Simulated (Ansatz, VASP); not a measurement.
# Two plane-wave programs on C

INCAR

```
SYSTEM = C
PREC = Accurate
ENCUT = 520
EDIFF = 1E-6
ISMEAR = 0
SIGMA = 0.05
LREAL = .FALSE.
LASPH = .TRUE.
NELM = 80
ALGO = Normal
ISIF = 2
LWAVE = .FALSE.
LCHARG = .FALSE.
GGA = PE
IVDW = 12
NBANDS = 11
```

Contents of KPOINTS:

```
Automatic mesh
0
G
  15 15 15
  0 0 0
```

POSCAR

```
C
1.0
    1.2427282054      0.7174894639      3.3892873547
   -1.2427282054      0.7174894639      3.3892873547
    0.0000000000     -1.4349789278      3.3892873547
C
2
Direct
    0.1665955851      0.1665955851      0.1665955851
    0.8334044149      0.8334044149      0.8334044149
```

Input for Ansatz:

```yaml
crystal:
  lattice:
    - [1.2427282054, 0.7174894639, 3.3892873547]
    - [-1.2427282054, 0.7174894639, 3.3892873547]
    - [0.0, -1.4349789278, 3.3892873547]
  atoms:
    - { symbol: C, position: [0.1665955851, 0.1665955851, 0.1665955851] }
    - { symbol: C, position: [0.8334044149, 0.8334044149, 0.8334044149] }
basis:
  ecutwfc: 520.0
kpoints:
  mp_grid: { grid: [15, 15, 15] }
hamiltonian:
  xc: pbe
  dispersion: d3bj
scf:
  occupations: { method: gaussian, width: 0.05 }
output:
  forces: true
  stress: true
  eigenvalues: true
  write_density: true
  write_potential: true
  elf: true
  volumetric_format: npy
```

Change from the starting cell: mode 4 frozen in at +0.000 Å, equal normal strain along x, y and z +0.0083.

Alike in both runs: task single point; functional PBE; dispersion D3(BJ); k mesh 15 × 15 × 15; occupations gaussian, width 0.05 eV; no spin polarisation.

|  | VASP | Ansatz |
| --- | --- | --- |
| version | VASP 6.6.1 | Ansatz 0.2.0 |
| potentials or method | VASP PAW PBE potentials, release 64 (C) | scalar-relativistic, plane waves, PAW |
| plane-wave cutoff (eV) | 520 | 520 |
| valence electrons in the cell | 8 | 8 |

|  | VASP | Ansatz | Ansatz less VASP |
| --- | --- | --- | --- |
| gap on the k mesh at the Fermi level (eV) | 0.62 | 0.62 | 0.000 |
| least direct gap on the mesh (eV) | 0.62 | 0.62 | 0.000 |
| pressure (GPa) | -6.5 | -6.9 | -0.40 |
| largest component of the traceless stress (GPa) | 6.21 | 6.71 | +0.500 |

Caveats: an odd mesh through Γ misses points on the zone boundary, where band edges often lie.
